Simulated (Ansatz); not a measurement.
BeO:
```
CELL_PARAMETERS angstrom
      2.71164     0.00000     0.00000
     -1.35582     2.34835     0.00000
      0.00000     0.00000     4.40419
ATOMIC_POSITIONS crystal
  Be 0.33333 0.66667 0.99986
  Be 0.66667 0.33333 0.49986
  O  0.33333 0.66667 0.37764
  O  0.66667 0.33333 0.87764
```

Relaxed with PBE. Special points in fractions of this cell's reciprocal vectors: Γ (0.000, 0.000, 0.000); M (0.500, 0.000, 0.000); K (0.333, 0.333, 0.000); A (0.000, 0.000, 0.500); L (0.500, 0.000, 0.500); H (0.333, 0.333, 0.500).

Problem. List the band energies nearest the valence-band maximum at these points for the program Ansatz at the PBE level (PAW).

Solution. In eV from the valence-band maximum; about four levels below and three above (degenerate sets whole), none deeper than 8.9 eV; points with the same levels are listed once.

| k | below | above |
|---|---|---|
| Γ | -0.99 -0.99 -0.04 -0.04 0.00 | 7.46 11.47 14.19 14.19 |
| M | -3.33 -2.61 -1.93 -0.92 | 9.72 10.15 13.23 |
| K | -3.60 -3.60 -2.84 -2.38 -2.38 | 9.11 12.74 14.34 14.34 |
| A | -0.53 -0.53 -0.53 -0.53 | 9.71 9.71 14.46 14.46 |
| L | -1.84 -1.84 -1.70 -1.70 | 8.97 8.97 14.49 14.49 |
| H | -4.34 -4.34 -1.26 -1.26 | 11.56 11.56 11.97 11.97 |

Space group P6_3mc (wurtzite). Symmetry was held in the PBE relaxation.

Potentials: the earlier of the program's two PAW sets.
